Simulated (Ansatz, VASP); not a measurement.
**Mg: VASP beside Ansatz**

The input INCAR:

```
PREC     = Accurate       # precision mode
ENCUT    = 520            # plane-wave cutoff, eV
EDIFF    = 1E-6           # SCF threshold, eV
ISMEAR   = 0              # smearing method
SIGMA    = 0.1            # smearing width, eV
LREAL    = False          # projectors in reciprocal space
LASPH    = True           # aspherical terms in the spheres
NELM     = 80             # most SCF steps
ALGO     = Normal         # electronic algorithm
ISIF     = 2              # what is computed and relaxed
LWAVE    = False          # write WAVECAR
LCHARG   = False          # write CHGCAR
GGA      = PE             # functional
NBANDS   = 10             # bands
```

KPOINTS

```
regular mesh
0
Gamma
  4 4 4
```

Contents of POSCAR:

```
Mg
1.0
    0.0000000000      3.4132876300      3.4132876300
    3.4132876300      0.0000000000      3.4132876300
    3.4132876300      3.4132876300      0.0000000000
Mg
3
Direct
    0.0000000000      0.0000000000      0.0000000000
    0.2500000000      0.2500000000      0.2500000000
    0.7500000000      0.7500000000      0.7500000000
```

Input for Ansatz:

```yaml
crystal:
  lattice:
    - [0.0, 3.41328763, 3.41328763]
    - [3.41328763, 0.0, 3.41328763]
    - [3.41328763, 3.41328763, 0.0]
  atoms:
    - { symbol: Mg, position: [0.0, 0.0, 0.0] }
    - { symbol: Mg, position: [0.25, 0.25, 0.25] }
    - { symbol: Mg, position: [0.75, 0.75, 0.75] }
basis:
  ecutwfc: 420
kpoints:
  mp_grid: { grid: [4, 4, 4] }
hamiltonian:
  xc: pbe
scf:
  occupations: { method: gaussian, width: 0.1 }
  lower_state_search: "off"
output:
  forces: true
  stress: true
  eigenvalues: true
```

Alike in both runs: task single point; functional PBE; k mesh 4 × 4 × 4; occupations gaussian, width 0.1 eV; no spin polarisation.

|  | VASP | Ansatz |
| --- | --- | --- |
| version | VASP 6.6.1 | Ansatz 0.2.0 |
| potentials or method | VASP PAW PBE potentials, release 64 (Mg) | scalar-relativistic, plane waves, PAW |
| plane-wave cutoff (eV) | 520 | 420 |
| valence electrons in the cell | 6 | 30 |

Ansatz gave:

```
gap on the k mesh at the Fermi level (eV) : none
pressure (GPa)                            : 1.8
```

Q: Estimate VASP's values.

A: gap on the k mesh at the Fermi level (eV): none; pressure (GPa): 1.7.

A gap of «none» marks a metal or a gap that the smearing closes. The functional is the same, so the differences come from potentials, cutoffs and numerics. The two sets of potentials don't hold the same shells in valence.

Caveats: the k mesh is coarse (spacing up to 0.40 Å⁻¹), so the values aren't converged.
